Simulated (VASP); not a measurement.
The system is SnS.

```
CELL_PARAMETERS angstrom
11.20000 0.00000 0.00000
0.00000 3.98700 0.00000
0.00000 0.00000 4.33400
ATOMIC_POSITIONS crystal
Sn 0.11940 0.25000 0.11980
Sn 0.38060 0.75000 0.61980
Sn 0.61940 0.25000 0.38020
Sn 0.88060 0.75000 0.88020
S 0.85080 0.25000 0.47930
S 0.64920 0.75000 0.97930
S 0.35080 0.25000 0.02070
S 0.14920 0.75000 0.52070
```

- Program: VASP 6.6.1
- Task: relaxation of cell and atoms
- Functional: LDA
- Potentials or basis: VASP PAW LDA potentials, release 64 (Sn_d, S)
- Cutoff: 600 eV
- k mesh: 4 × 8 × 6
- Occupations: gaussian, width 0.03 eV
- Spin: no spin polarisation

At the start: pressure -2.3 GPa; volume 24.19 Å³/atom.

Task: How do energy, volume and symmetry change on relaxing?

Result: Over 15 steps the energy falls by 11.3 meV/atom and the volume is 22.72 Å³/atom (-6.1 %); space group Pnma (No. 62, to 0.05 Å).

The path:
| step | energy change (eV) | largest force (eV/Å) | pressure (GPa) | volume (Å³) |
| --- | --- | --- | --- | --- |
| 1 | 0.0000 | 0.0444 | -2.34 | 193.53 |
| 2 | -0.0468 | 0.3207 | 0.91 | 183.79 |
| 3 | -0.0543 | 0.2171 | -0.02 | 186.35 |
| 4 | -0.0674 | 0.1621 | -0.02 | 185.29 |
| 5 | -0.0834 | 0.0606 | 0.04 | 182.64 |
| 6 | -0.0837 | 0.0525 | 0.10 | 182.14 |
| 7 | -0.0881 | 0.0489 | -0.11 | 181.99 |
| 8 | -0.0882 | 0.0442 | -0.09 | 182.01 |
| 9 | -0.0894 | 0.0253 | 0.11 | 181.50 |
| 10 | -0.0895 | 0.0285 | 0.19 | 181.31 |
| 11 | -0.0901 | 0.0190 | 0.06 | 181.66 |
| 12 | -0.0901 | 0.0207 | 0.01 | 181.74 |
| 13 | -0.0903 | 0.0190 | -0.01 | 181.78 |
| 14 | -0.0905 | 0.0158 | -0.07 | 181.88 |
| 15 | -0.0906 | 0.0097 | 0.01 | 181.74 |

Final structure:
```xyz
8
Lattice="10.9601 0.0000 0.0000 0.0000 3.9486 0.0000 0.0000 0.0000 4.1995" Properties=species:S:1:pos:R:3 pbc="T T T"
Sn    1.2837    0.9871    0.4744
Sn    4.1963    2.9614    2.5741
Sn    6.7638    0.9871    1.6254
Sn    9.6764    2.9614    3.7251
S     9.3595    0.9871    1.9827
S     7.0806    2.9614    4.0825
S     3.8795    0.9871    0.1170
S     1.6006    2.9614    2.2167
```
